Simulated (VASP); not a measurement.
## Li: single point with PBE

Li:

```
Li
1.0
    -1.71705    1.71705    1.71705
     1.71705   -1.71705    1.71705
     1.71705    1.71705   -1.71705
Li
1
Direct
  0.00000 0.00000 0.00000
```

```
Program                : VASP 6.6.1
Task                   : single point
Functional             : PBE
Potentials or basis    : VASP PAW PBE potentials, release 64 (Li_sv)
Cutoff                 : 520 eV
k mesh                 : 18 × 18 × 18
Occupations            : gaussian, width 0.1 eV
Spin                   : no spin polarisation
Dipole correction      : no
Further INCAR settings : ALGO = Normal; EDIFF = 1e-06; NBANDS = 8
```

| Quantity | Value |
| --- | --- |
| Band gap on the k mesh | none (metal or under the smearing width) |

Levels at points of the mesh, in eV from the Fermi level:
```csv
k point,band 1,band 2,band 3,band 4,band 5
"(0.00, 0.00, 0.00)",-46.53,-3.57,14.61,14.61,14.61
"(0.50, 0.00, 0.00)",-46.51,0.24,3.25,10.36,11.84
"(0.50, 0.50, 0.50)",-46.50,5.52,5.52,5.52,7.77
```

It took 14 s on 1 thread of Intel(R) Xeon(R) Platinum 8488C (Sapphire Rapids) (shared host), peak memory 0.14 GiB.
